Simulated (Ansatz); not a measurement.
Runs of Ansatz 0.2.0 on RbCl. It takes space group Fm-3m (No. 225, cubic). Conventional cell: a = 6.548 Å, b = 6.548 Å, c = 6.548 Å, α = 90.00°, β = 90.00°, γ = 90.00°. Around Rb (site symmetry m-3m) lie 6 Cl at 3.27 Å. Cl (site symmetry m-3m) has 6 Rb at 3.27 Å as nearest neighbours. 

```tsv
potentials or basis	cutoff (eV)	basis error allowed	gap on the mesh (eV)	pressure (GPa)
all-electron LAPW, inner shells corrected to Dirac's equation	130	0.001 eV/atom	4.89	0.0
all-electron PAW datasets made for the crystal	220	-	4.89	0.0
all-electron LAPW, non-relativistic	130	0.001 eV/atom	(a)	0.1
all-electron LAPW, scalar-relativistic	130	0.001 eV/atom	4.89	0.0
```

Alike in all rows: task band structure; level PBEsol; no spin polarisation; cell as given; k mesh 7 × 7 × 7; smearing fermi-dirac 0.05 eV.

Task: Estimate the missing entries.

Result: (a) 5.07.

Caveats: relativity is left out, which matters for the heavier elements (some runs).

A k mesh can miss the band edges, and the runs leave out spin-orbit coupling on Rb.

The runs don't all hold the same shells in valence.
